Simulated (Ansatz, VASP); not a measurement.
# Al2O3 (Al2O3 (0001), 3 units) in two plane-wave programs

Wanted: the spread between two codes on one cell, functional and k mesh. Of the first pair: The cell is taken from a series of runs on this material, whose earlier steps may have relaxed, scaled, displaced or heated it; both programs get it as it stands.

Main program and level: Ansatz 0.2.0; plane waves, with VASP 6.6.1 beside it; single point at PBE.

## (1) The structure

The cell holds 15 atoms: 6 Al and 9 O. Cell: a = 4.759 Å, b = 4.759 Å, c = 24.010 Å, α = 90.0°, β = 90.0°, γ = 120.0°. It derives from Al2O3 (corundum Al2O3). Vacuum lies along c.

## (2) Ansatz: single point, PBE, pair 1

Ansatz runs on its default PAW (the set named soft_2) files.

A single point gives forces, pressure and levels at one fixed geometry, so differences don't come from the geometry; what else differs is listed under the comparison.

The input, input.yaml:

```yaml
crystal:
  lattice:
    - [4.759000002, 0.0, 0.0]
    - [-2.379500001, 4.1214148983, 0.0]
    - [0.0, 0.0, 24.01004]
  atoms:
    - { symbol: Al, position: [0.6666666667, 0.3333333333, 0.4062466978] }
    - { symbol: O, position: [0.3064295001, -0.0183088423, 0.4089224134] }
    - { symbol: O, position: [0.0183088423, 0.3247383424, 0.4089224134] }
    - { symbol: O, position: [0.6752616576, 0.6935704999, 0.4089224134] }
    - { symbol: Al, position: [0.3333333333, 0.6666666667, 0.4461985952] }
    - { symbol: Al, position: [0.0, 0.0, 0.4559083321] }
    - { symbol: O, position: [0.0161966375, 0.6666666734, 0.5000000765] }
    - { symbol: O, position: [0.3333333266, 0.3495299641, 0.5000000765] }
    - { symbol: O, position: [0.6504700359, 0.9838033625, 0.5000000765] }
    - { symbol: Al, position: [0.6666666667, 0.3333333333, 0.5440915769] }
    - { symbol: Al, position: [0.3333333333, 0.6666666667, 0.5538013091] }
    - { symbol: O, position: [0.9914050406, 0.3516422753, 0.5910776368] }
    - { symbol: O, position: [0.6483577247, 0.6397627653, 0.5910776368] }
    - { symbol: O, position: [0.3602372347, 0.0085949594, 0.5910776368] }
    - { symbol: Al, position: [0.0, 0.0, 0.5937531087] }
kpoints:
  mp_grid: { grid: [6, 6, 1] }
hamiltonian:
  xc: pbe
scf:
  occupations: { method: fixed }
  convergence: { dr2_threshold: 1.0e-09 }
efield:
  axis: 3
  dipole_correction: true
  ramp_position: 0.97
  ramp_width: 0.06
output:
  eigenvalues: true
  write_potential: true
  write_density: true
  volumetric_format: npy
```

Launch:

```bash
$ ansatz run input.yaml --threads 4 --pin off --max-ram 16384MiB --backend cpu --events-out ev --progress --plain --runs-dir out
```

Numbers of over 12 decimals in the logs are rounded to 6 here.

Output:

```text
Engine: ansatz 0.2.0, aarch64-unknown-linux-gnu
Pseudopotentials: kind: paw
Pseudopotential: Al, paw, valence charge 3, recommended cutoff 420 eV (normal), Al.paw.azcp
Pseudopotential: O, paw, valence charge 6, recommended cutoff 420 eV (normal), O.paw.azcp
Functional definition: PBE
  parameter kappa = 0.804
  parameter beta = 0.066725
  exchange = pbe_x(kappa = kappa, mu = beta*pi^2/3)
  correlation = pbe_c(beta = beta)
Crystal: 15 atoms, lattice volume = 470.928 Å³
Basis set: ecut = 420 eV, 9111 PW (Γ)
Bands: 51, of which v1, the nominal top of the filled ones, is band 36 counted from 1 (35 counted from 0)
Symmetry: 3 space group operations
k-points: 8 of 36 (time reversal used)
Non-local potential: Al, projectors of the file, l = 0: 2, l = 1: 2, l = 2: 1
Non-local potential: O, projectors of the file, l = 0: 2, l = 1: 2, l = 2: 1
PAW form: soft (Blöchl's): semilocal exchange-correlation on the pseudo side does not see the compensation charge
PAW one-centre angular grid: Al, 110 points (default); XC on 64 Gauss nodes
PAW one-centre angular grid: O, 110 points (default); XC on 64 Gauss nodes
Initial density: superposition of atomic densities (neutral atoms: chi_scale 0, normalization atom), corrected by the library's trained network
Initial wavefunctions: pseudopotential atomic-orbital guess
Functional: x = pbe(κ = 0.804, μ = 0.219515), c = pbe(β = 0.066725)
SCF iter   1: F=—  HF=-8350.513496 eV  |F-HF|=—  |Δ(HF+E_count)|=         —  Δρ=1.48e-3  dr2=1.05e-2  ethr=1.77e-3  p=-0.000 e·Å  D=-3.89e-6 V/Å  ΔV_dip=0.00 eV  dr2_dipole=1.55e-9  V_vac-E_F(+/−)=6.36/6.36 eV  ⟨swp⟩=6.1  Hψ=1709  notcnv=0  defer=100
efield: sawtooth ramp at fractional position 0.9700 (set: `efield.ramp_position`, or a place that a band, a saddle search or an elastic batch's reference lends), width 0.0600; the density the first Hamiltonian is built on has a dipole p = -0.000 e·Å; the dipole correction subtracts the counter field D = -3.89e-6 V/Å, which shifts the + side's vacuum level by +0.00 eV against the − side's; the planar-averaged density in the ramp window peaks in size at 2.9e-6 e/Å³
preconditioner: auto → Resta (q_TF=auto, 1.995 Å⁻¹)  ε∞=2.0  [insulator: Δε(μ)=4.739 eV  Ē_g=14.893 eV  n_scr=68 (ndim 8)  ℏωp=14.5 eV  f_vac=0.677  ε∞_Penn≈2.0  vacuum switching on, ρ_ref=1.6e-2 e/Å³]
SCF iter   2: F=—  HF=-8350.516602 eV  |F-HF|=—  |Δ(HF+E_count)|=   3.11e-3  Δρ=7.14e-4  dr2=1.67e-3  ethr=1.46e-5  p=-0.000 e·Å  D=-1.28e-5 V/Å  ΔV_dip=0.00 eV  dr2_dipole=1.26e-9  V_vac-E_F(+/−)=6.50/6.50 eV  ⟨swp⟩=3.9  Hψ=1000  notcnv=0  defer=104
density mixer auto → msr1: gapped (density of states about μ 0.00 of a free-electron gas's, 68 screened modes)
SCF iter   3: F=—  HF=-8350.518770 eV  |F-HF|=—  |Δ(HF+E_count)|=   2.17e-3  Δρ=2.94e-4  dr2=3.71e-4  ethr=2.32e-6  p=-0.000 e·Å  D=-5.11e-7 V/Å  ΔV_dip=0.00 eV  dr2_dipole=1.55e-10  V_vac-E_F(+/−)=6.54/6.54 eV  ⟨swp⟩=4.0  Hψ=606  notcnv=0  defer=104
SCF iter   4: F=—  HF=-8350.519439 eV  |F-HF|=—  |Δ(HF+E_count)|=   6.69e-4  Δρ=9.78e-5  dr2=3.82e-5  ethr=5.16e-7  p=-0.000 e·Å  D=-1.93e-6 V/Å  ΔV_dip=0.00 eV  dr2_dipole=1.62e-11  V_vac-E_F(+/−)=6.58/6.58 eV  ⟨swp⟩=4.8  Hψ=878  notcnv=0  defer=104
SCF iter   5: F=—  HF=-8350.519447 eV  |F-HF|=—  |Δ(HF+E_count)|=   8.72e-6  Δρ=3.27e-5  dr2=3.77e-6  ethr=5.31e-8  p=-0.000 e·Å  D=-3.48e-6 V/Å  ΔV_dip=0.00 eV  dr2_dipole=9.27e-15  V_vac-E_F(+/−)=6.59/6.59 eV  ⟨swp⟩=2.9  Hψ=821  notcnv=0  defer=104
SCF iter   6: F=—  HF=-8350.519715 eV  |F-HF|=—  |Δ(HF+E_count)|=   2.68e-4  Δρ=8.02e-6  dr2=2.25e-7  ethr=5.23e-9  p=-0.000 e·Å  D=-3.78e-6 V/Å  ΔV_dip=0.00 eV  dr2_dipole=7.45e-14  V_vac-E_F(+/−)=6.59/6.59 eV  ⟨swp⟩=2.1  Hψ=643  notcnv=0  defer=104
SCF iter   7: F=—  HF=-8350.519715 eV  |F-HF|=—  |Δ(HF+E_count)|=   4.81e-7  Δρ=2.20e-6  dr2=1.61e-8  ethr=3.12e-10  p=-0.000 e·Å  D=-3.61e-6 V/Å  ΔV_dip=0.00 eV  dr2_dipole=9.42e-14  V_vac-E_F(+/−)=6.59/6.59 eV  ⟨swp⟩=2.0  Hψ=621  notcnv=0  defer=104
SCF iter   8: F=-8350.519715 eV  HF=-8350.519715 eV  |F-HF|=5.22e-10  |Δ(HF+E_count)|=   3.06e-8  Δρ=3.43e-7  dr2=3.26e-10  ethr=1.39e-12  p=-0.000 e·Å  D=-3.74e-6 V/Å  ΔV_dip=0.00 eV  dr2_dipole=1.08e-12  V_vac-E_F(+/−)=6.59/6.59 eV  ⟨swp⟩=23.8  Hψ=3414  notcnv=0
SCF 1 converged in 8 iterations: F = -8350.519715 eV  dr2 = 3.26e-10
  greatest PAW one-centre occupation: 0.864 electrons in one spin orbital (limit 2), on the O atom at site 3 (counted from 0), in its partial waves of l = 0
WARN: The output density's exchange-correlation potential varies sharply where the density is thin. Do not read a vacuum level from v_tot or v_xc, or from such a field of the output density. On a cell that repeats whose density bears no net charge and no dipole along the vacuum's axis use v_es (v_loc + v_h of the components); under efield.dipole_correction with no amplitude use v_es + v_field, which holds any externa [...]
SCF converged after 8 iterations
Free energy (F): -8350.519715 eV
Harris-Foulkes:  -8350.519715 eV  (|F-HF|=5.22e-10)
Internal energy: -8350.519715 eV  (E = F + TS)
E sigma→0 (E₀):  -8350.519715 eV
Fermi energy:    -2.741849 eV
Dipole field:    D = -0.000005 V/Å  (p = -0.000012 e·Å, saw-weighted, corrected)
Work function:   Φ+ = 6.5916 eV   Φ− = 6.5916 eV
Levels:          The Fermi level and band energies are counted from a zero that moves with the ramp; work functions are not
--- Per-component energies (eV) ---
  E_band       = -642.168637
  E_kinetic    = 1773.038104
  E_local      = -55665.398833  (includes V_loc(G=0)·N_el)
  E_nonlocal   = 490.967642
  E_hartree    = 27076.959491
  E_xc         = -918.959393
  E_vxc        = -1043.044529  (∫ρ·V_xc dr)
  E_paw        = -4234.343691  (= ΣΔE_a)
  E_vpaw       = -351.672702  (= ΣTr[D̂ρ^β])
  E_aug_tail   = 0.022790  (compensation charges beyond the density's cutoff)
  E_efield     = 0.000000  (sawtooth field / dipole correction)
  E_vefield    = 0.000000  (∫n·V_field dr)
  E_ewald      = 23127.194175
  E_smearing   = -0.000000  (= −TS)
  E_closure    = -0.000000  (closes the sum)
  Σ components = -8350.519715   (vs F -8350.519715, Δ=0.00e0)
--- Band table (eV; the first three rows and the last of 8) ---
  k-point 0: bands = [... 32 lower, -2.9694, -2.9694, -2.7418, -2.7418, 2.0081, 2.5785, 3.7784, 4.2646, ... 11 higher]
  k-point 1: bands = [... 32 lower, -3.1616, -3.0066, -2.9661, -2.7780, 2.3558, 2.7494, 4.0461, 4.4939, ... 11 higher]
  k-point 2: bands = [... 32 lower, -3.3481, -3.2095, -2.9175, -2.8644, 3.0217, 3.1399, 4.7876, 5.0699, ... 11 higher]
  k-point 7: bands = [... 32 lower, -3.6232, -3.0912, -3.0912, -2.7733, 3.4719, 3.4720, 5.4837, 5.4837, ... 11 higher]
```

Reading the cycles: dr2 is the Hartree energy of the density residual (eV), the measure of convergence; HF is the Harris–Foulkes estimate of the energy, which meets the free energy F at convergence.

## (3) VASP: single point, PBE, pair 1

The same cell, functional and mesh now go to VASP, with its own data sets.

Lines of VASP's logs that name or quote its potential files are left out, and so is its time.

The input, INCAR:

```
SYSTEM = Al2O3
PREC = Accurate
ENCUT = 520
EDIFF = 1E-06
NELM = 120
ISMEAR = 0
SIGMA = 0.01
LREAL = .FALSE.
ALGO = Normal
GGA = PE
NBANDS = 51
LORBIT = 11
LWAVE = .FALSE.
LCHARG = .FALSE.
ISIF = 2
LDIPOL = .TRUE.
IDIPOL = 3
DIPOL = 0.5 0.5 0.5
LVHAR = .TRUE.
LASPH = .TRUE.
GGA_COMPAT = .FALSE.
EFERMI = MIDGAP
NELMDL = -8
KPAR = 4
```

The input, POSCAR:

```
Al2O3
1.0
    4.7590000020      0.0000000000      0.0000000000
   -2.3795000010      4.1214148983      0.0000000000
    0.0000000000      0.0000000000     24.0100400000
Al O
6 9
Direct
    0.6666666666      0.3333333333      0.4062466978
    0.3333333333      0.6666666666      0.4461985463
    1.0000000000      0.9999999999      0.4559082808
    0.6666666666      0.3333333333      0.5440915257
    0.3333333333      0.6666666666      0.5538012602
    1.0000000000      0.9999999999      0.5937531087
    0.3064294660      0.9816911078      0.4089222916
    0.0183088921      0.3247383581      0.4089222916
    0.6752616418      0.6935705339      0.4089222916
    0.0161966341      0.6666666666      0.4999999032
    0.3333333333      0.3495299674      0.4999999032
    0.6504700325      0.9838033658      0.4999999032
    0.9914050248      0.3516422254      0.5910775150
    0.6483577745      0.6397627993      0.5910775150
    0.3602372006      0.0085949751      0.5910775150
```

The input, KPOINTS:

```
Automatic mesh
0
Gamma
6 6 1
0 0 0
```

The projector-augmented-wave data sets are Al and O (PBE family, release 64).

Launch:

```bash
$ mpirun -np 4 vasp_std
```

Output:

```text
[banner, memory and clock lines left out]
running    4 mpi-ranks, on    1 nodes
 distrk:  each k-point on    1 cores,    4 groups
 distr:  one band on    1 cores,    1 groups

 POSCAR found type information on POSCAR AlO
 POSCAR found :  2 types and      15 ions
 LDA part: xc-table for (Slater+PW92), standard interpolation
 POSCAR, INCAR and KPOINTS ok, starting setup
 FFT: planning ... GRIDC
 FFT: planning ... GRID_SOFT
 FFT: planning ... GRID
 WAVECAR not read
 entering main loop
       N       E                     dE             d eps       ncg     rms          rms(c)
DAV:   1     0.688998461193E+03    0.68900E+03   -0.30563E+04   738   0.113E+03
DAV:   2    -0.169027717236E+02   -0.70590E+03   -0.68309E+03  1006   0.294E+02
DAV:   3    -0.121629835685E+03   -0.10473E+03   -0.10423E+03   860   0.121E+02
DAV:   4    -0.123974896698E+03   -0.23451E+01   -0.23394E+01   932   0.218E+01
DAV:   5    -0.124014920769E+03   -0.40024E-01   -0.39990E-01   924   0.268E+00
DAV:   6    -0.124016132833E+03   -0.12121E-02   -0.12118E-02   956   0.475E-01
DAV:   7    -0.124016170733E+03   -0.37900E-04   -0.37894E-04   924   0.747E-02
DAV:   8    -0.124016172457E+03   -0.17245E-05   -0.17245E-05   884   0.161E-02    0.231E+01
DAV:   9    -0.108941615258E+03    0.15075E+02   -0.56118E+01   844   0.320E+01    0.817E+00
DAV:  10    -0.108685113606E+03    0.25650E+00   -0.21525E+00   892   0.546E+00    0.464E+00
DAV:  11    -0.108413971341E+03    0.27114E+00   -0.33335E-01   900   0.365E+00    0.157E+00
DAV:  12    -0.108311893848E+03    0.10208E+00   -0.12229E-01   900   0.163E+00    0.526E-01
DAV:  13    -0.108281206465E+03    0.30687E-01   -0.47421E-02   881   0.972E-01    0.380E-01
DAV:  14    -0.108271802632E+03    0.94038E-02   -0.18391E-02   948   0.105E+00    0.198E-01
[...]
DAV:  21    -0.108268988498E+03   -0.54646E-03   -0.42378E-05   729   0.183E-02    0.563E-03
DAV:  22    -0.108269095096E+03   -0.10660E-03   -0.70420E-06   812   0.134E-02    0.183E-03
DAV:  23    -0.108269174538E+03   -0.79442E-04   -0.50559E-06   628   0.677E-03    0.814E-04
DAV:  24    -0.108269177908E+03   -0.33705E-05   -0.14321E-07   636   0.184E-03    0.937E-04
DAV:  25    -0.108269188040E+03   -0.10132E-04   -0.36289E-07   558   0.266E-03    0.462E-04
DAV:  26    -0.108269189150E+03   -0.11099E-05   -0.12371E-07   604   0.150E-03    0.860E-04
DAV:  27    -0.108269191865E+03   -0.27143E-05   -0.67723E-08   561   0.169E-03    0.144E-04
DAV:  28    -0.108269192624E+03   -0.75913E-06   -0.31490E-08   588   0.790E-04
   1 F= -.10826919E+03 E0= -.10826919E+03  d E =0.000000E+00
```

Parts of OUTCAR (step 3):

```text
ion  position               nearest neighbor table
   1  0.667  0.333  0.406-   9 1.70   7 1.70   8 1.70   2 2.91   2 2.91   2 2.91   3 3.00   3 3.00
                             3 3.00   4 3.31
   2  0.333  0.667  0.446-   8 1.80   7 1.80   9 1.80  11 1.99  12 1.99  10 1.99   5 2.58   3 2.76
                             3 2.76   3 2.76   1 2.91   1 2.91   1 2.91
   3  0.000  1.000  0.456-   7 1.88   9 1.88   8 1.88  10 1.94  11 1.94  12 1.94   2 2.76   2 2.76
                             2 2.76   1 3.00   1 3.00   1 3.00   6 3.31
   4  0.667  0.333  0.544-  14 1.88  15 1.88  13 1.88  11 1.94  10 1.94  12 1.94   5 2.76   5 2.76
                             5 2.76   6 3.00   6 3.00   6 3.00   1 3.31
   5  0.333  0.667  0.554-  15 1.80  13 1.80  14 1.80  11 1.99  12 1.99  10 1.99   2 2.58   4 2.76
                             4 2.76   4 2.76   6 2.91   6 2.91   6 2.91
   6  0.000  1.000  0.594-  15 1.70  14 1.70  13 1.70   5 2.91   5 2.91   5 2.91   4 3.00   4 3.00
                             4 3.00   3 3.31
   7  0.306  0.982  0.409-   1 1.70   2 1.80   3 1.88
   8  0.018  0.325  0.409-   1 1.70   2 1.80   3 1.88
   9  0.675  0.694  0.409-   1 1.70   2 1.80   3 1.88
  10  0.016  0.667  0.500-   3 1.94   4 1.94   2 1.99   5 1.99
  11  0.333  0.350  0.500-   3 1.94   4 1.94   2 1.99   5 1.99
  12  0.650  0.984  0.500-   3 1.94   4 1.94   2 1.99   5 1.99
  13  0.991  0.352  0.591-   6 1.70   5 1.80   4 1.88
  14  0.648  0.640  0.591-   6 1.70   5 1.80   4 1.88
  15  0.360  0.009  0.591-   6 1.70   5 1.80   4 1.88

  LATTYP: Found a hexagonal cell.
 ALAT       =     4.7590000020
 C/A-ratio  =     5.0451859613

 Subroutine GETGRP returns: Found  6 space group operations
 (whereof  3 operations were pure point group operations)

The static configuration has the point symmetry C_3 .
 The point group associated with its full space group is D_3 .

 Found      7 irreducible k-points:

   k-points           NKPTS =      7   k-points in BZ     NKDIM =      7   number of bands    NBANDS=     51

   dimension x,y,z NGX =    36 NGY =   36 NGZ =  180
   dimension x,y,z NGXF=    72 NGYF=   72 NGZF=  360

   ENCUT  =  520.0 eV  38.22 Ry    6.18 a.u.   8.85  8.85 44.64*2*pi/ulx,y,z

   NELECT =      72.0000    total number of electrons

 k-points in reciprocal lattice and weights: Automatic mesh
   0.00000000  0.00000000  0.00000000       0.028
   0.16666667  0.00000000  0.00000000       0.167
   0.33333333  0.00000000  0.00000000       0.167
   0.50000000  0.00000000  0.00000000       0.083
   0.16666667  0.16666667  0.00000000       0.167
   0.33333333  0.16666667  0.00000000       0.333
   0.33333333  0.33333333  0.00000000       0.056

 dipolmoment           0.000000      0.000000      0.000154 electrons x Angstroem

 average (electrostatic) potential at core
       1 -81.0448       2 -80.5068       3 -80.6896       4 -80.6892       5 -80.5062
       6 -81.0438       7 -76.2058       8 -76.2058       9 -76.2058      10 -76.4039
      11 -76.4039      12 -76.4039      13 -76.2048      14 -76.2048      15 -76.2048

 E-fermi :  -0.8160

 k-point     1 :       0.0000    0.0000    0.0000
  band No.  band energies     occupation
    ...
     32      -3.7906      2.00000
     33      -3.4039      2.00000
     34      -3.4039      2.00000
     35      -3.1945      2.00000
     36      -3.1945      2.00000
     37       1.5624      0.00000
     38       2.1385      0.00000
     39       3.3834      0.00000
     40       3.8342      0.00000
     41       3.8761      0.00000
    ...

 k-point     2 :       0.1667    0.0000    0.0000
  band No.  band energies     occupation
    ...
     32      -3.7466      2.00000
     33      -3.6046      2.00000
     34      -3.4472      2.00000
     35      -3.4063      2.00000
     36      -3.2284      2.00000
     37       1.9112      0.00000
     38       2.3083      0.00000
     39       3.6549      0.00000
     40       4.0976      0.00000
     41       4.1040      0.00000
    ...

 k-point     3 :       0.3333    0.0000    0.0000
  band No.  band energies     occupation
    ...
     32      -3.9418      2.00000
     33      -3.7860      2.00000
     34      -3.6514      2.00000
     35      -3.3617      2.00000
     36      -3.3107      2.00000
     37       2.5760      0.00000
     38       2.6943      0.00000
     39       4.3978      0.00000
     40       4.6283      0.00000
     41       4.6863      0.00000
    ...

  Total       16.9609654     16.9609654     -0.2026136      0.0000000      0.0000000      0.0000000
  in kB       57.7040407     57.7040407     -0.6893252      0.0000000      0.0000000      0.0000000
  external PRESSURE =      38.2395854 kB  Pullay stress =       0.0000000 kB

  energy-cutoff  :      520.00
  volume of cell :      470.93
      direct lattice vectors                 reciprocal lattice vectors
     4.759000002  0.000000000  0.000000000     0.210128178  0.121317560  0.000000000
    -2.379500001  4.121414898  0.000000000     0.000000000  0.242635120  0.000000000
     0.000000000  0.000000000 24.010040000     0.000000000  0.000000000  0.041649243

 POSITION                                       TOTAL-FORCE (eV/Angst)
 -----------------------------------------------------------------------------------
      2.37950      1.37380      9.75400        -0.000000      0.000000     -0.041493
     -0.00000      2.74761     10.71324        -0.000000      0.000000     -0.020812
     -2.37950      4.12141     10.94638        -0.000000      0.000000     -0.019767
      2.37950      1.37380     13.06366        -0.000000      0.000000      0.019767
     -0.00000      2.74761     13.29679        -0.000000      0.000000      0.020812
     -2.37950      4.12141     14.25604        -0.000000      0.000000      0.041493
     -0.87764      4.04596      9.81824        -0.014810     -0.020316      0.021702
     -0.68558      1.33838      9.81824         0.024999     -0.002667      0.021702
      1.56322      2.85849      9.81824        -0.010190      0.022984      0.021702
     -1.50925      2.74761     12.00502         0.000883      0.000000      0.000000
      0.75463      1.44056     12.00502        -0.000441      0.000764      0.000000
      0.75463      4.05466     12.00502        -0.000441     -0.000764      0.000000
      3.88136      1.44926     14.19179        -0.014810      0.020316     -0.021702
      1.56322      2.63673     14.19179        -0.010190     -0.022984     -0.021702
      1.69392      0.03542     14.19179         0.024999      0.002667     -0.021702
 -----------------------------------------------------------------------------------
    total drift:                                0.000000      0.000004      0.040089

  FREE ENERGIE OF THE ION-ELECTRON SYSTEM (eV)
  ---------------------------------------------------
  free  energy   TOTEN  =      -108.2691926237 eV

  energy  without entropy=     -108.2691926237  energy(sigma->0) =     -108.26919262

 vacuum level on the upper side and lower side of the slab         3.419         3.418

 total charge
# of ion       s       p       d       tot
------------------------------------------
    1        0.382   0.466   0.000   0.849
    2        0.327   0.436   0.000   0.763
    3        0.307   0.400   0.000   0.707
    4        0.307   0.400   0.000   0.707
    5        0.327   0.436   0.000   0.763
    6        0.382   0.466   0.000   0.849
    7        1.557   3.650   0.000   5.208
    8        1.557   3.650   0.000   5.208
    9        1.557   3.650   0.000   5.208
   10        1.549   3.599   0.000   5.147
   11        1.549   3.599   0.000   5.147
   12        1.549   3.599   0.000   5.147
   13        1.557   3.650   0.000   5.208
   14        1.557   3.650   0.000   5.208
   15        1.557   3.650   0.000   5.208
--------------------------------------------------
tot         16.023  35.301   0.000  51.324

[... 3 further parts left out ...]
```

## (4) Side by side

Known differences besides the potentials themselves: fixed occupations in Ansatz, narrow Gaussian smearing in VASP; the cutoff is 420 eV in Ansatz and 520 eV in VASP. Total energies have different zeros and are not compared.

The two programs side by side:

```tsv
quantity	Ansatz	VASP	difference
gap on the k mesh (eV)	4.750	4.757	-0.007
```

A gap on the mesh is an upper bound, since the band edges may lie between its points. With vacuum in the cell, a pressure given here is an average over mostly empty space and none of the material.

(Continued in part 2 of 2.)

[Lines on the potential files, build, host, timing and source positions are cut from VASP's logs without a mark.]

[Logs are printed without paths, hosts, clocks, repeated set-up lines and the standing remarks that a program may print on its own settings, such as how far it seeks lower states.]

[Hosts, paths, dates, database ids (printed as entryN), source tags and the programs' standing remarks are cut or masked in the printed files.]
